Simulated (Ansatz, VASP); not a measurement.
Two plane-wave programs on Bi

Contents of INCAR:

```
ALGO     = Normal         # electronic algorithm
EDIFF    = 1E-6           # SCF threshold, eV
ENCUT    = 520            # plane-wave cutoff, eV
GGA      = PE             # functional
ISIF     = 2              # what is computed and relaxed
ISMEAR   = 0              # smearing method
LASPH    = T              # aspherical terms in the spheres
LCHARG   = F              # write CHGCAR
LREAL    = F              # projectors in reciprocal space
LWAVE    = F              # write WAVECAR
NBANDS   = 22             # bands
NELM     = 100            # most SCF steps
PREC     = Accurate       # precision mode
SIGMA    = 0.1            # smearing width, eV
```

The input KPOINTS:

```
k-points
0
Gamma
  4 4 6
```

File POSCAR:

```
Bi
1.0
    3.4885980000     -3.1325780000      0.0000000000
    3.4885980000      3.1325780000      0.0000000000
   -1.2602350000      0.0000000000      3.1135500000
Bi
2
Direct
    0.2469390000      0.2469390000      0.1426180000
    0.7530610000      0.7530610000      0.8573820000
```

Input for Ansatz:

```yaml
crystal:
  lattice:
    - [3.488598, -3.132578, 0.0]
    - [3.488598, 3.132578, 0.0]
    - [-1.260235, 0.0, 3.11355]
  atoms:
    - { symbol: Bi, position: [0.246939, 0.246939, 0.142618] }
    - { symbol: Bi, position: [0.753061, 0.753061, 0.857382] }
basis:
  ecutwfc: 420
kpoints:
  mp_grid: { grid: [4, 4, 6] }
hamiltonian:
  xc: pbe
scf:
  occupations: { method: gaussian, width: 0.1 }
  lower_state_search: "off"
output:
  forces: true
  stress: true
  eigenvalues: true
```

Alike in both runs: task single point; functional PBE; k mesh 4 × 4 × 6; occupations gaussian, width 0.1 eV; no spin polarisation.

```csv
,VASP,Ansatz
version,VASP 6.6.1,Ansatz 0.2.0
potentials or method,"VASP PAW PBE potentials, release 64 (Bi_d)","scalar-relativistic, plane waves, PAW"
plane-wave cutoff (eV),520,420
valence electrons in the cell,30,30
```

|  | VASP | Ansatz | Ansatz less VASP |
| --- | --- | --- | --- |
| gap on the k mesh at the Fermi level (eV) | none | none | - |
| pressure (GPa) | -0.1 | -0.1 | +0.07 |
| largest component of the traceless stress (GPa) | 1.02 | 1.01 | -0.009 |
| rms of the force components (eV/Å) | 0.063 | 0.064 | +0.0010 |

Atom by atom the forces differ by 0.002 eV/Å (rms over components). A gap of «none» marks a metal or a gap that the smearing closes.

Caveats: spin-orbit coupling is left out, which moves the levels of the heavy elements.
